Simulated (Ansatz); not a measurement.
ZnS built on the zincblende prototype at its r2SCAN geometry, run in Ansatz at 2 levels of theory. Spin-unpolarised throughout; all numbers are computed.

The r2SCAN0 input:
```yaml
crystal:
  lattice:
    - [0.0, 2.6940857896, 2.6940857896]
    - [2.6940857896, 0.0, 2.6940857896]
    - [2.6940857896, 2.6940857896, 0.0]
  atoms:
    - { symbol: Zn, position: [0.0, 0.0, 0.0] }
    - { symbol: S, position: [0.25, 0.25, 0.25] }
kpoints:
  mp_grid: { grid: [6, 6, 6] }
  band_path:
    path:
      - [0.0, 0.0, 0.0]
      - [-0.5, -0.5, 0.0]
      - [-0.375, -0.375, 0.25]
      - [-0.375, 0.0, 0.375]
      - [0.0, 0.0, 0.5]
      - [-0.5, -0.25, 0.25]
    npoints: 1
hamiltonian:
  xc: r2scan0
scf:
  occupations: { method: fixed }
  n_extra_bands: 4
output:
  forces: true
  stress: true
  eigenvalues: true
  write_density: true
  write_potential: true
  elf: true
  volumetric_format: npy
```

Main results, then, where recorded, the levels near the gap in eV from the Fermi energy (columns number the bands from 0), one row a point of the path (Γ, X, U, K, L, W):
```
Crystal: 2 atoms, lattice volume = 39.108 Å³
Symmetry: 24 space group operations
Space group: F-43m (ITA 216)
```
```
Basis set: ecut = 500 eV, 965 PW (Γ)
Bands: 13, of which v1, the nominal top of the filled ones, is band 9 counted from 1 (8 counted from 0)
k-points: 16 of 216 (time reversal used)
hybrid outer 1: dexx = +8.318e-3 eV, tail = 3.19e-5 eV
hybrid outer 2: dexx = +5.674e-7 eV, tail = 1.86e-8 eV, Δε = 6.38e-3 eV
Free energy (F): -4231.887584 eV
Fermi energy:    4.623915 eV
--- Stress (GPa, compression-positive) ---
        0.231154       0.000000       0.000000
        0.000000       0.231154       0.000000
        0.000000       0.000000       0.231154
  P = ⅓ Tr σ = 0.2312 GPa (2.312 kbar)
```
```tsv
band_6	band_7	band_8	band_9	band_10	band_11
0.000	0.000	0.000	4.390	8.738	8.738
-5.127	-2.437	-2.437	5.249	6.237	13.846
-5.018	-3.482	-1.985	6.152	8.336	11.870
-5.018	-3.482	-1.985	6.152	8.336	11.870
-5.777	-0.947	-0.947	5.593	9.201	9.201
-4.942	-3.108	-2.974	7.705	8.696	10.358
```

With r2SCAN0 the gap is 4.39 eV and direct, at Γ.

**Question.** In the first input these blocks are replaced (the band path and keys that only write files left aside):
```yaml
hamiltonian:
  xc: hf
```
What comes out?

**Answer.**
```
Basis set: ecut = 420 eV, 749 PW (Γ)
Bands: 13, of which v1, the nominal top of the filled ones, is band 9 counted from 1 (8 counted from 0)
k-points: 16 of 216 (time reversal used)
hybrid outer 1: dexx = +7.005e-1 eV, tail = 7.20e-3 eV
hybrid outer 2: dexx = +1.636e-3 eV, tail = 5.11e-5 eV, Δε = 5.15e-2 eV
hybrid outer 3: dexx = +3.705e-6 eV, tail = 8.58e-8 eV, Δε = 7.06e-3 eV
hybrid outer 4: dexx = +9.951e-9 eV, tail = 4.09e-9 eV, Δε = 1.23e-4 eV, ΔF = 5.55e-17 eV/Å
Free energy (F): -4170.840356 eV
Fermi energy:    2.679207 eV
--- Stress (GPa, compression-positive) ---
        9.436900       0.000000       0.000000
        0.000000       9.436900       0.000000
        0.000000       0.000000       9.436900
  P = ⅓ Tr σ = 9.4369 GPa (94.369 kbar)
```
```tsv
band_6	band_7	band_8	band_9	band_10	band_11
0.000	0.000	0.000	10.284	14.879	14.879
-5.928	-2.715	-2.715	10.557	12.103	20.651
-5.598	-3.970	-2.207	11.710	14.482	18.282
-5.598	-3.970	-2.207	11.710	14.482	18.282
-6.532	-1.042	-1.042	11.578	15.209	15.209
-5.446	-3.659	-3.219	13.238	15.406	16.272
```
With Hartree-Fock the gap is 10.28 eV and direct, at Γ. At this geometry Hartree-Fock finds +9.4 GPa, compression counted positive: its own equilibrium volume is larger. (The program warns that its thresholds are loose for a hybrid's stress.)

Totals of different functionals can't be compared.

The meshes of the hybrids are coarse, so their gaps aren't converged to the digits shown.
